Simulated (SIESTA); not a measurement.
Zn:

```
Zn
1.0
     2.67000    0.00000    0.00000
    -1.33500    2.31229    0.00000
     0.00000    0.00000    4.96600
Zn
2
Direct
  0.66667 0.33333 0.75000
  0.33333 0.66667 0.25000
```

Base run:

* Program: SIESTA 5.4.2
* Functional: optB88-vdW
* Potentials or basis: PseudoDojo 0.4 standard (PBE files)
* Basis: DZP (energy shift 0.003 Ry; two zetas on semicore shells)
* Grid cutoff: 800 Ry
* Energy shift: 0.003 Ry
* k mesh: 11 × 11 × 6
* Occupations: fermi-dirac, width 0.05 eV
* Spin: no spin polarisation

Its results: band gap on the k mesh none (metal or under the smearing width); pressure -4.6 GPa.

**Question.** After a change of settings the same cell gave: band gap on the k mesh none (metal or under the smearing width); pressure -8.5 GPa. Which change was it?
A. functional from optB88-vdW to vdW-DF2
B. functional from optB88-vdW to vdW-DF
C. functional from optB88-vdW to vdW-DF-cx
D. functional from optB88-vdW to vdW-DF-C09

**Answer.** D.

Caveats: short orbitals over semicore shells can move pressures by several GPa; the valence orbitals were made in a potential fitted to the semicore shell under them, which widens gaps by tenths of an eV or more; the potentials were made for another functional, which shifts forces and pressure; the basis of atomic orbitals isn't converged, which shifts pressures, moduli and gaps.

Runs at the PBE level aren't shown here.
